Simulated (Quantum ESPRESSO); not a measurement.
## Te2Mo under changes of volume

One of the cells (133.495 Å³/atom); the others are scaled copies at fixed shape and fractional positions:

```
Te Mo
1.0
     6.36161    0.00000    0.00000
     0.00000    3.48040    0.00000
    -0.08574    0.00000   36.17589
Te Mo
4 2
Direct
  0.42925 0.75000 0.54070
  0.57075 0.25000 0.45930
  0.92085 0.25000 0.55653
  0.07915 0.75000 0.44347
  0.18135 0.25000 0.49747
  0.81865 0.75000 0.50253
```

- Program: Quantum ESPRESSO 7.5
- Functional: PBEsol
- Potentials or basis: GBRV 1.5 PBEsol
- Cutoff: 612 eV
- Density cutoff: 4898 eV
- k mesh: 3 × 7 × 1
- Occupations: fermi-dirac, width 0.05 eV
- Spin: no spin polarisation

```csv
volume (Å³/atom),energy over the lowest point (meV/atom),largest force (eV/Å)
125.485,13.82,1.129
128.155,3.14,0.718
130.825,0.00,0.341
133.495,3.60,0.159
136.165,13.20,0.335
138.835,?,?
141.505,47.87,0.897
```

What does the run at 138.835 Å³/atom give?

Energy over the lowest point 28.15 meV/atom; largest force 0.626 eV/Å.

Worked out: A Birch-Murnaghan fit of order 3 (a polynomial in V^(-2/3)) to the other rows has its minimum at 130.68 Å³/atom with B0 = V·E''(V) = 19.9 GPa and B' = 4.6 at fixed shape and positions, which overstates the stiffness. It gives 28.15 meV/atom at 138.835 Å³/atom, against the run's 28.15.

Energies are extrapolated to zero smearing.
